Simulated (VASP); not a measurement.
A run of VASP 6.6.1:

File POSCAR:

```
Pb
1.0
   -1.9931114389      1.9931114389      1.9931114389
    1.9931114389     -1.9931114389      1.9931114389
    1.9931114389      1.9931114389     -1.9931114389
Pb
1
Direct
    0.0000000000      0.0000000000      0.0000000000
```

File INCAR.step1:

```
ALGO     = Normal         # electronic algorithm
EDIFF    = 1E-4           # SCF threshold, eV
ENCUT    = 520            # plane-wave cutoff, eV
GGA      = PE             # functional
ISMEAR   = 0              # smearing method
LASPH    = T              # aspherical terms in the spheres
LCHARG   = F              # write CHGCAR
LREAL    = F              # projectors in reciprocal space
LWAVE    = T              # write WAVECAR
NBANDS   = 13             # bands
NELM     = 60             # most SCF steps
PREC     = Accurate       # precision mode
SIGMA    = 0.05           # smearing width, eV
```

The input INCAR.step2:

```
ALGO     = Normal         # electronic algorithm
EDIFF    = 1E-7           # SCF threshold, eV
ENCUT    = 520            # plane-wave cutoff, eV
ISIF     = 2              # what is computed and relaxed
ISMEAR   = 0              # smearing method
ISTART   = 1            
LASPH    = T              # aspherical terms in the spheres
LCHARG   = F              # write CHGCAR
LMIXTAU  = T            
LREAL    = F              # projectors in reciprocal space
LWAVE    = F              # write WAVECAR
METAGGA  = R2SCAN         # meta-GGA
NBANDS   = 13             # bands
NELM     = 60             # most SCF steps
PREC     = Accurate       # precision mode
SIGMA    = 0.05           # smearing width, eV
```

KPOINTS

```
k-points
0
Gamma
  14 14 14
```

Potentials or basis: VASP PAW PBE potentials, release 64 (Pb_d).

Launch:

```console
$ cat potpaw_PBE.64/Pb_d/POTCAR > POTCAR
$ cp INCAR.step1 INCAR
$ mpirun -np 1 vasp_std > vasp.out
$ cp INCAR.step2 INCAR
$ mpirun -np 1 vasp_std > vasp.out
```

Hardware: 1 thread of Intel(R) Xeon(R) Platinum 8375C CPU @ 2.90GHz (Ice Lake), with other jobs on the host.

Q: How long does it take, and how much memory?

A: Run time: 2 min on 1 thread of Intel(R) Xeon(R) Platinum 8375C CPU @ 2.90GHz (Ice Lake), with other jobs on the host, peak memory 0.19 GiB. Counts: scf iterations 11, k points 104.
